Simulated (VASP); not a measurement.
Wanted: the native input for a VASP 6.6.1 run.

| Item | Value |
| --- | --- |
| Task | single point |
| Functional | PBEsol |
| Potentials or basis | VASP PAW PBE potentials, release 64 (Si, C) |
| Cutoff | 520 eV |
| k mesh | 10 × 10 × 10 |
| Occupations | gaussian, width 0.02 eV |
| Spin | no spin polarisation |
| Dipole correction | no |
| Further INCAR settings | ALGO = Normal; EDIFF = 1e-07; NBANDS = 11 |

The structure of SiC lies in POSCAR:

```
SiC
1.0
    0.0145185982      2.1711916569      2.1566730586
    2.1711916569      0.0145185982      2.1566730586
    2.1857102551      2.1857102551      0.0000000000
Si C
1 1
Direct
    0.0007393851      0.0007393851     -0.0007393851
    0.2492606149      0.2492606149      0.2507393851
```

The cell was built by a generator and isn't the measured one.

The cell isn't the ideal one: strained cell.

These files were run (other wordings do the same):

INCAR

```
ALGO = Normal
EDIFF = 1E-7
ENCUT = 520
GGA = PS
ISIF = 2
ISMEAR = 0
LASPH = True
LCHARG = False
LREAL = False
LWAVE = False
NBANDS = 11
NELM = 100
PREC = Accurate
SIGMA = 0.02
```

KPOINTS

```
k-points
0
Gamma
  10 10 10
```

Potentials or basis: VASP PAW PBE potentials, release 64 (Si, C).

Command:

```sh
$ cat potpaw_PBE.64/Si/POTCAR potpaw_PBE.64/C/POTCAR > POTCAR
$ mpirun -np 1 vasp_std > vasp.out
```

Results of the run:

```yaml
Pressure: 4.2 GPa
Band_gap_on_the_k_mesh: 1.11 eV, indirect (least direct gap 4.34 eV)
```

Caveat: the PAW data sets were made with another functional, which shifts forces and pressure a little.

It took 14 s on 1 thread of Intel(R) Xeon(R) Platinum 8559C (Emerald Rapids), with other jobs on the host, peak memory 0.15 GiB.
